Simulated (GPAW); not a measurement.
# Co (P6_3/mmc) in GPAW: notebook, part 2 of 3

GPAW 26.7.0. The steps go on from the part before.

### 4 Band structure, PBEsol+U, collinear spin, ferromagnetic start

run.py

```python
from ase import Atoms
from ase.dft.bandgap import bandgap
from ase.io import write
from ase.units import GPa
from gpaw import GPAW, PW, setup_paths

setup_paths.insert(0, '.')

atoms = Atoms(['Co', 'Co'],
              cell=[[2.4719999032, 0.0, 0.0],
                    [-1.2359999516, 2.1408147143, 0.0],
                    [0.0, 0.0, 4.02114408]],
              scaled_positions=[[0.6666666667, 0.3333333333, 0.75],
                                [0.3333333333, 0.6666666667, 0.25]],
              pbc=True)
atoms.set_initial_magnetic_moments([2.0, 2.0])

calc = GPAW(mode=PW(600),
            xc='PBEsol',
            kpts={'size': (10, 10, 6), 'gamma': True},
            occupations={'name': 'fermi-dirac', 'width': 0.05},
            setups={'Co': ':d,4.0'},
            nbands=21,
            convergence={'density': 1e-05, 'energy': 1e-05},
            maxiter=150,
            txt='gpaw.txt')
atoms.calc = calc
energy = atoms.get_potential_energy()
forces = atoms.get_forces()
stress = atoms.get_stress()
calc.write('gs.gpw')
write('result.traj', atoms)
print(f'Energy: {energy:.6f} eV')
print('Forces (eV/A):')
print(forces.round(4))
print('Stress (GPa):', (stress / GPa).round(3))
print('Moments:', calc.get_magnetic_moments().round(3))
print('Fermi level:', round(calc.get_fermi_level(), 4), 'eV')
print(f'Gap: {bandgap(calc)[0]:.4f} eV, direct: {bandgap(calc, direct=True)[0]:.4f} eV')

path = atoms.cell.bandpath('GMKGALHA,LM,KH', npoints=60, eps=1e-4)
bs_calc = calc.fixed_density(kpts=path, symmetry='off', nbands=31,
                             convergence={'bands': 'CBM+6.0', 'eigenstates': 1e-6}, txt='bands.txt')
bs = bs_calc.band_structure()
bs.write('bs.json')
print(f'Gap on the path: {bandgap(bs_calc)[0]:.4f} eV')
```

Potentials or basis: PAW data sets generated in the run's folder for this functional, pw.

On the command line:

```sh
$ gpaw-setup -f PBEsol Co
$ OMP_NUM_THREADS=1 python run.py
```

gpaw.txt:

```text
__  _  _
 | _ |_)|_||  |
 |__||  | ||/\| - 26.7.0

Input parameters:
  mode=PW(ecut=600.0),
  convergence={'density': 1e-05, 'energy': 1e-05},
  kpts=MonkhorstPack(size=(10, 10, 6), gamma=True),
  maxiter=150,
  nbands=21,
  occupations=Occupations(name='fermi-dirac', width=0.05),
  setups={'Co': ':d,4.0'},
  xc=XC(name='PBEsol')

Diagonalizing LCAO Hamiltonian
Converting LCAO to pw mode

          Co

        Co

Atoms  # Å, Bohr magnetons
|   | symbol |         x |        y |        z |    initial magnetic moments |
|---|--------|-----------|----------|----------|-----------------------------|
| 0 |     Co |  1.236000 | 0.713605 | 3.015858 | ( 0.0000,  0.0000,  2.0000) |
| 1 |     Co | -0.000000 | 1.427210 | 1.005286 | ( 0.0000,  0.0000,  2.0000) |

Unit cell  # Å
| periodic |         x |        y |        z |  lengths |     angles |
|----------|-----------|----------|----------|----------|------------|
|      yes |  2.472000 | 0.000000 | 0.000000 | 2.472000 |  90.000000 |
|      yes | -1.236000 | 2.140815 | 0.000000 | 2.472000 |  90.000000 |
|      yes |  0.000000 | 0.000000 | 4.021144 | 4.021144 | 120.000000 |

Number of symmetries: 12
Symmetry operations  # r_c * U_cc + t_c -> r_c
|    | kind |            matrix            |
|----|------|------------------------------|
|  0 |  σ   |  1, 1, 0,  0,-1, 0,  0, 0, 1 |
|  1 |  S6  |  1, 1, 0, -1, 0, 0,  0, 0,-1 |
|  2 |  E   |  1, 0, 0,  0, 1, 0,  0, 0, 1 |
|  3 |  C2  |  1, 0, 0, -1,-1, 0,  0, 0,-1 |
|  4 |  C2  |  0, 1, 0,  1, 0, 0,  0, 0,-1 |
|  5 |  C3  |  0, 1, 0, -1,-1, 0,  0, 0, 1 |
|  6 |  S6  |  0,-1, 0,  1, 1, 0,  0, 0,-1 |
|  7 |  σ   |  0,-1, 0, -1, 0, 0,  0, 0, 1 |
|  8 |  σ   | -1, 0, 0,  1, 1, 0,  0, 0, 1 |
|  9 |  i   | -1, 0, 0,  0,-1, 0,  0, 0,-1 |
| 10 |  C3  | -1,-1, 0,  1, 0, 0,  0, 0, 1 |
| 11 |  C2  | -1,-1, 0,  0, 1, 0,  0, 0,-1 |

BZ-sampling:
  Number of BZ points: 600
  Number of IBZ points: 72

  Monkhorst-Pack size: [10, 10, 6]
  Monkhorst-Pack shift: [0.05, 0.05, 0.08333333333333333]

K-points  # in reciprocal-cell coordinates
|     |                                coordinates |     weight |
|-----|--------------------------------------------|------------|
|   0 | (  0.00000000,   0.00000000,   0.00000000) | 0.00166667 |
|   1 | (  0.00000000,   0.00000000,   0.16666667) | 0.00333333 |
|   2 | (  0.00000000,   0.00000000,   0.33333333) | 0.00333333 |
|   3 | (  0.00000000,   0.00000000,   0.50000000) | 0.00166667 |
|   4 | (  0.10000000,   0.00000000,  -0.33333333) | 0.01000000 |
|   5 | (  0.10000000,   0.00000000,  -0.16666667) | 0.01000000 |
|   6 | (  0.10000000,   0.00000000,   0.00000000) | 0.01000000 |
|   7 | (  0.10000000,   0.00000000,   0.16666667) | 0.01000000 |
|   8 | (  0.10000000,   0.00000000,   0.33333333) | 0.01000000 |
|   9 | (  0.10000000,   0.00000000,   0.50000000) | 0.01000000 |
| ... |                                            |            |
|  71 | (  0.50000000,   0.50000000,   0.50000000) | 0.00500000 |

Plane wave coefficients: 726
Cutoff: 600.0 eV

Spin-components: 2 (collinear spins)
Bands:           21
Projectors:      12
Spin-degeneracy: 1
Datatype:        complex128

Parallelization:
  kpt:    1
  domain: 1
  band:   1

Density:
  Valence electrons: 18.0
  Components: 2
  Grid points: [14 14 24]
  Charge: 0.0  # |e|

Potential:
  Grid points: [14 14 24]

species:
  Co:
    name:    Cobalt
    Z:       27.0
    valence: 9
    core:    18
    charge:  0.0  # [|e|]
    Hubbard: {U: 4.0,  # eV
              l: 2,
              scale: True}
    compensation charges:
      type: gauss
      rc: 0.32  # [Å]
      lmax: 2
    cutoffs:
      filter: 1.87  # [Å]
      core: 2.55  # [Å]
    projectors
    | kind |    occ | energy [eV] | rcut [Å] |
    |------|--------|-------------|----------|
    |   4s |  2.000 |      -5.488 |    1.005 |
    |   4p |  0.000 |      -1.248 |    1.058 |
    |   3d |  7.000 |      -8.230 |    1.005 |
    |    s |        |      21.723 |    1.005 |
    |    p |        |      25.963 |    1.058 |
    |    d |        |      18.981 |    1.005 |

    Using partial waves for Co as LCAO basis

Reference energy: -75737.720984  # eV

eigensolver:
  PPCG
  Converge bands: occupied
  niter=2

density mixing:
  MSR1-Mixer
  Pratt-step length: 0.05
  Maximum mixing coefficient: 0.75
  Old densities: 10
  SVD Regularization: 0.005
  Good broyden scale: 1.0
  Trust region scale: 1.0
  Backstep threshold: 4.0
  History deletion threshold: 6.0
  Fourier metric: weight=20.0, sigma=0.015

occupation numbers:
  Fermi-Dirac:
    width: 0.0500  # eV

poisson solver:
  ecut: 4800.0  # eV

xc functional:
  name: PBEsol with 2 nearest neighbor stencil

convergence criteria:
- Maximum integral of absolute [dens]ity change: 1e-05 electrons / valence electron
- Maximum [total energy] change in last 3 cyles: 1e-05 eV / valence electron
- Maximum integral of absolute [eigenst]ate change: 4e-08 eV^2 / valence electron
maximum number of iterations: 150

SCF iterations
|iter     | |      energy | eigst |  dens |  magmom |
|---------|-|-------------|-------|-------|---------|
|iter:   1| |  -11.570030 | +0.21 |       |  +4.0059|
|iter:   2| |  -11.600918 | -2.19 | -1.13 |  +3.9944|
|iter:   3| |  -11.918511 | -2.29 | -1.15 |  +3.7924|
|iter:   4| |  -11.950518 | -2.66 | -1.47 |  +3.7851|
|iter:   5| |  -11.950568 | -3.37 | -1.80 |  +3.7651|
|iter:   6| |  -11.957349 | -4.15 | -2.08 |  +3.8316|
|iter:   7| |  -11.961149 | -4.75 | -2.43 |  +3.8687|
|iter:   8| |  -11.966118 | -4.67 | -2.76 |  +3.8995|
|iter:   9| |  -11.972835 | -4.32 | -2.82 |  +3.9273|
|iter:  10| |  -11.976055 | -4.61 | -2.68 |  +3.9409|
|iter:  11| |  -11.982028 | -3.47 | -2.64 |  +3.9780|
|iter:  12| |  -11.982297 | -4.52 | -2.60 |  +3.9616|
|iter:  13| |  -11.981812 | -4.24 | -2.84 |  +3.9840|
|iter:  14| |  -11.982238 | -5.27 | -3.02 |  +3.9843|
|iter:  15| |  -11.982271 | -6.25 | -3.31 |  +3.9838|
|iter:  16| |  -11.982216c| -6.78 | -3.93 |  +3.9838|
|iter:  17| |  -11.982231c| -7.84c| -4.18 |  +3.9840|
|iter:  18| |  -11.982235c| -7.69c| -4.44 |  +3.9840|
|iter:  19| |  -11.982241c| -7.98c| -4.37 |  +3.9840|
|iter:  20| |  -11.982239c| -7.81c| -4.22 |  +3.9840|
|iter:  21| |  -11.982245c| -7.94c| -4.26 |  +3.9840|
|iter:  22| |  -11.982235c| -7.79c| -4.14 |  +3.9840|
|iter:  23| |  -11.982231c| -7.88c| -4.35 |  +3.9840|
|iter:  24| |  -11.982229c| -8.09c| -4.70 |  +3.9840|
|iter:  25| |  -11.982229c| -9.61c| -6.22c|  +3.9840|

Converged in 25 steps
Energy contributions relative to reference atoms: (reference = -75737.720984)

Energy contributions:
  Kinetic:          42.403301
  Coulomb:         -34.647775
  Zero:             -0.217405
  External:          0.000000
  Xc:              -19.511971
  Entropy:          -0.016758
  Spinorbit:         0.000000
  ----------------------------
  Free energy:     -11.990608
  Extrapolated:    -11.982229

dipole moment: (-0.000001, -0.000002, -0.000003)  # |e|*Ang

Total magnetic moment: (0.000000, 0.000000, 3.983972)

Local magnetic moments
|        x |        y |        z |
|----------|----------|----------|
| 0.000000 | 0.000000 | 2.130802 |  # Co   0
| 0.000000 | 0.000000 | 2.130802 |  # Co   1

Fermi level: 11.310
Eigenvalues  # (at kpt = [0.000, 0.000, 0.000])
| band index |      eig [eV] | occ [0-1] |      eig [eV] | occ [0-1] |
|------------|---------------|-----------|---------------|-----------|
|          0 |         1.607 |     1.000 |         1.560 |     1.000 |
|        ... |               |           |               |           |
|          2 |         6.524 |     1.000 |         9.218 |     1.000 |
|          3 |         6.545 |     1.000 |        10.068 |     1.000 |
|          4 |         6.545 |     1.000 |        10.068 |     1.000 |
|          5 |         6.766 |     1.000 |        10.350 |     1.000 |
|          6 |         6.766 |     1.000 |        10.462 |     1.000 |
|          7 |         6.838 |     1.000 |        10.462 |     1.000 |
|          8 |         6.838 |     1.000 |        12.127 |     0.000 |
|          9 |         7.835 |     1.000 |        12.127 |     0.000 |
|         10 |         7.835 |     1.000 |        13.473 |     0.000 |
|         11 |        10.439 |     1.000 |        13.473 |     0.000 |
|         12 |        16.616 |     0.000 |        18.072 |     0.000 |
|         13 |        33.167 |     0.000 |        32.745 |     0.000 |
|         14 |        35.492 |     0.000 |        36.027 |     0.000 |
|         15 |        35.492 |     0.000 |        36.129 |     0.000 |
|         16 |        36.293 |     0.000 |        36.129 |     0.000 |
|         17 |        36.404 |     0.000 |        36.172 |     0.000 |
|        ... |               |           |               |           |
|         20 |        41.145 |     0.000 |        41.670 |     0.000 |

No gap
No difference between direct/indirect transitions

Forces  # eV/Ang
|        x |       y |        z |
|----------|---------|----------|
|  0.00000 | 0.00000 |  0.00001 |  # Co   0
| -0.00000 | 0.00000 | -0.00001 |  # Co   1

Stress tensor  # eV/Ang^3
|         x |         y |         z |
|-----------|-----------|-----------|
| -0.017221 |  0.000000 |  0.000000 |
|  0.000000 | -0.017221 |  0.000000 |
|  0.000000 |  0.000000 | -0.154909 |

# Writing to gs.gpw (mode='')
```

Run time: 58 s. Hardware: 1 thread of Intel Xeon 6975P-C (Granite Rapids), shared host; peak memory 0.24 GiB.

What came out:

| Item | Value |
| --- | --- |
| Free energy | -11.9906 eV |
| Pressure | 10.1 GPa |
| Band gap along the path | none (metal or under the smearing width) |
| Net moment | 3.98 μB per cell |
| Site moments | Co +2.13 μB |

Levels at the corners of the path, in eV from the Fermi level:
Spin up:
| point | band 9 | band 10 | band 11 | band 12 | band 13 |
| --- | --- | --- | --- | --- | --- |
| Γ | -4.47 | -3.47 | -3.47 | -0.87 | 5.31 |
| M | -2.88 | -2.74 | 0.07 | 2.24 | 8.81 |
| K | -3.11 | -3.11 | 3.50 | 4.43 | 4.43 |
| Γ | -4.47 | -3.47 | -3.47 | -0.87 | 5.31 |
| A | -3.70 | -3.70 | -3.70 | -3.70 | 14.17 |
| L | -2.80 | -2.80 | 0.79 | 0.79 | 6.23 |
| H | -3.06 | -3.06 | 4.86 | 4.86 | 6.33 |
| A | -3.70 | -3.70 | -3.70 | -3.70 | 14.17 |
| L | -2.80 | -2.80 | 0.79 | 0.79 | 6.23 |
| M | -2.88 | -2.74 | 0.07 | 2.24 | 8.81 |
| K | -3.11 | -3.11 | 3.50 | 4.43 | 4.43 |
| H | -3.06 | -3.06 | 4.86 | 4.86 | 6.33 |
Spin down:
```tsv
point	band 5	band 6	band 7	band 8	band 9	band 10
Γ	-1.24	-0.96	-0.85	-0.85	0.82	0.82
M	-1.48	-0.46	-0.28	1.10	1.28	1.95
K	-0.75	-0.75	-0.60	0.25	0.25	2.16
Γ	-1.24	-0.96	-0.85	-0.85	0.82	0.82
A	-1.19	-1.19	-1.19	-1.19	1.66	1.66
L	-0.46	-0.46	0.83	0.83	1.26	1.26
H	-2.19	-2.19	0.18	0.18	0.88	0.88
A	-1.19	-1.19	-1.19	-1.19	1.66	1.66
L	-0.46	-0.46	0.83	0.83	1.26	1.26
M	-1.48	-0.46	-0.28	1.10	1.28	1.95
K	-0.75	-0.75	-0.60	0.25	0.25	2.16
H	-2.19	-2.19	0.18	0.18	0.88	0.88
```

Caveat: the U is typed as a test and isn't derived for this compound. The state reached can hang on the start; a lower one may exist.

### 5 Band structure, PBEsol+U, collinear spin, ferromagnetic start

run.py, as its differences from that of step 4:

```diff
@@ -21,3 +21,3 @@
             occupations={'name': 'fermi-dirac', 'width': 0.05},
-            setups={'Co': ':d,4.0'},
+            setups={'Co': ':d,6.0'},
             nbands=21,
```

On the command line:

```sh
$ gpaw-setup -f PBEsol Co
$ OMP_NUM_THREADS=1 python run.py
```

Run time: 66 s. Hardware: 1 thread of Intel Xeon 6975P-C (Granite Rapids), shared host; peak memory 0.24 GiB.

Results (log left out):

```yaml
Free_energy: -9.2595 eV
Pressure: 9.0 GPa
Band_gap_along_the_path: none (metal or under the smearing width)
Net_moment: 4.12 μB per cell
Site_moments: Co +2.28 μB
```

Stress tensor (GPa, compression positive):
```
12.25  0.00  0.00
 0.00 12.25  0.00
 0.00  0.00  2.37
```

Levels at the corners of the path, in eV from the Fermi level:
Spin up:
```tsv
point	band 9	band 10	band 11	band 12	band 13
Γ	-5.23	-4.19	-4.19	-0.59	4.92
M	-4.09	-3.99	-0.18	1.96	8.97
K	-4.39	-4.20	3.28	4.28	4.28
Γ	-5.23	-4.19	-4.19	-0.59	4.92
A	-4.52	-4.52	-4.52	-4.52	14.07
L	-4.14	-4.14	0.89	0.89	6.06
H	-4.16	-4.16	4.77	4.77	6.16
A	-4.52	-4.52	-4.52	-4.52	14.07
L	-4.14	-4.14	0.89	0.89	6.06
M	-4.09	-3.99	-0.18	1.96	8.97
K	-4.39	-4.20	3.28	4.28	4.28
H	-4.16	-4.16	4.77	4.77	6.16
```
Spin down:
| point | band 5 | band 6 | band 7 | band 8 | band 9 | band 10 |
| --- | --- | --- | --- | --- | --- | --- |
| Γ | -0.47 | -0.45 | -0.05 | -0.05 | -0.04 | -0.04 |
| M | -1.13 | -1.09 | -0.16 | 1.56 | 1.97 | 2.15 |
| K | -1.46 | -1.46 | 0.13 | 1.27 | 1.67 | 1.67 |
| Γ | -0.47 | -0.45 | -0.05 | -0.05 | -0.04 | -0.04 |
| A | -0.62 | -0.62 | -0.62 | -0.62 | 1.01 | 1.01 |
| L | 0.06 | 0.06 | 0.18 | 0.18 | 2.07 | 2.07 |
| H | -1.68 | -1.68 | 0.15 | 0.15 | 1.75 | 1.75 |
| A | -0.62 | -0.62 | -0.62 | -0.62 | 1.01 | 1.01 |
| L | 0.06 | 0.06 | 0.18 | 0.18 | 2.07 | 2.07 |
| M | -1.13 | -1.09 | -0.16 | 1.56 | 1.97 | 2.15 |
| K | -1.46 | -1.46 | 0.13 | 1.27 | 1.67 | 1.67 |
| H | -1.68 | -1.68 | 0.15 | 0.15 | 1.75 | 1.75 |

Caveat: the U is typed as a test and isn't derived for this compound.

[end of part 2 of 3]
